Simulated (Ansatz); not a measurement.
AgI, a database entry at a rescaled volume

```
Ag I
1.0
     4.59250    0.00000    0.00000
    -2.29625    3.97723    0.00000
     0.00000    0.00000    7.53050
Ag I
2 2
Direct
  0.33330 0.66670 0.00000
  0.66660 0.33330 0.50000
  0.33330 0.66670 0.37500
  0.66660 0.33330 0.87500
```

Single point in Ansatz 0.2.0 with LDA, spin-orbit coupling. Cutoff 420 eV, PAW datasets, 7×7×4 Γ-centred k mesh, fermi-dirac filling (width 0.1 eV).

The state carries no moments; the state need not be the lowest.

Forces: Nearly at rest: the largest force is 0.008 eV/Å.
Charges: Bader charges in e: Ag +0.21, I -0.21. In the mean Ag gives up most and I takes most.
Stress: The pressure is -2.4 GPa (compression positive), so with the atoms held at these fractions the cell would first shrink.
Formation energy: -0.11 eV an atom against the elements' usual phases (free molecules for gases, crystals otherwise, with no correction for O₂ or N₂), so it is bound against them; other compounds may still compete. Relaxing would lower it.
Electronic structure: The gap is 0.85 eV, direct at the points sampled.

Origin: a database entry at a rescaled volume.
